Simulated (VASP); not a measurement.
Sb: single point with PBEsol

Crystal: Sb.

```
Sb
1.0
     2.15060    1.24165    3.74400
    -2.15060    1.24165    3.74400
     0.00000   -2.48330    3.74400
Sb
2
Direct
  0.23364 0.23364 0.23364
  0.76636 0.76636 0.76636
```

```json
{
 "Program": "VASP 6.6.1",
 "Task": "single point",
 "Functional": "PBEsol",
 "Potentials or basis": "VASP PAW PBE potentials, release 64 (Sb)",
 "Cutoff": "520 eV",
 "k mesh": "12 × 12 × 12",
 "Occupations": "gaussian, width 0.1 eV",
 "Spin": "no spin polarisation",
 "Further INCAR settings": "ALGO = Normal; EDIFF = 1e-06"
}
```

```json
{
 "Pressure": "0.6 GPa",
 "Largest force": "0.218 eV/Å",
 "Band gap on the k mesh": "none (metal or under the smearing width)"
}
```

Forces on the atoms (eV/Å):
```
Sb   0.000  0.000  0.218
Sb   0.000  0.000 -0.218
```

Stress tensor (GPa, compression positive):
```
0.79 0.00 0.00
0.00 0.79 0.00
0.00 0.00 0.19
```

Levels at points of the mesh, in eV from the Fermi level:
| k point | band 2 | band 3 | band 4 | band 5 | band 6 | band 7 | band 8 | band 9 |
| --- | --- | --- | --- | --- | --- | --- | --- | --- |
| (0.00, 0.00, 0.00) | -4.75 | -2.05 | -1.79 | -1.79 | 2.08 | 2.72 | 2.72 | 5.06 |
| (0.50, 0.00, 0.00) | -9.66 | -1.94 | -1.80 | -0.26 | -0.23 | 0.18 | 0.50 | 7.55 |
| (0.50, 0.50, 0.00) | -8.00 | -5.48 | -3.77 | -3.69 | 1.46 | 5.00 | 5.55 | 7.02 |
| (0.50, 0.50, 0.50) | -9.00 | -1.31 | -1.31 | -0.51 | 0.13 | 0.13 | 1.14 | 6.98 |

Run time: 2.1 min on 1 thread of Intel(R) Xeon(R) Platinum 8375C CPU @ 2.90GHz (Ice Lake), with other jobs on the host, peak memory 0.25 GiB.

Caveat: the PAW data sets were made with another functional, which shifts forces and pressure a little. Spin-orbit coupling is left out, which matters for the levels of Sb.
